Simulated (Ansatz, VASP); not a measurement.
**MgSi2N2 in VASP and in Ansatz**

```xyz
5
Lattice="-1.3227 2.8483 4.2961 1.3227 -2.8483 4.2961 1.3227 2.8483 -4.2961" Properties=species:S:1:pos:R:3 pbc="T T T"
Mg    0.0000    0.0000    0.0000
Si    0.0000    2.8483    1.1553
Si    1.3227    0.0000    3.1409
N     0.0000    1.1646    4.2961
N     1.3227    1.6837    0.0000
```

Change from the starting cell: species swapped into the Nd2AlNi2 type (Immm, No. 71).

Alike in both runs: functional PBE; k mesh 6 × 6 × 6; occupations gaussian, width 0.1 eV; no spin polarisation.

Ansatz relaxed the structure, and its values are those at the end. VASP's run is a single point on that final structure, the one shown.

```csv
,VASP,Ansatz
version,VASP 6.6.1,Ansatz 0.2.0
potentials or method,"VASP PAW PBE potentials, release 64 (Mg, Si, N)","scalar-relativistic, plane waves, PAW"
plane-wave cutoff (eV),520,420
valence electrons in the cell,20,28
```

Ansatz gave:

* gap on the k mesh at the Fermi level (eV): 0.17
* least direct gap on the mesh (eV): 0.17
* pressure (GPa): 0.1
* rms of the force components (eV/Å): 0.003

Problem. Estimate VASP's values.

Solution. gap on the k mesh at the Fermi level (eV): 0.18; least direct gap on the mesh (eV): 0.18; pressure (GPa): -0.1; rms of the force components (eV/Å): 0.011.

With one functional, cell and mesh, what is left measures potentials, basis and numerics. The two sets of potentials don't hold the same shells in valence.

Caveats: the k mesh is coarse (spacing up to 0.44 Å⁻¹), so the values aren't converged.
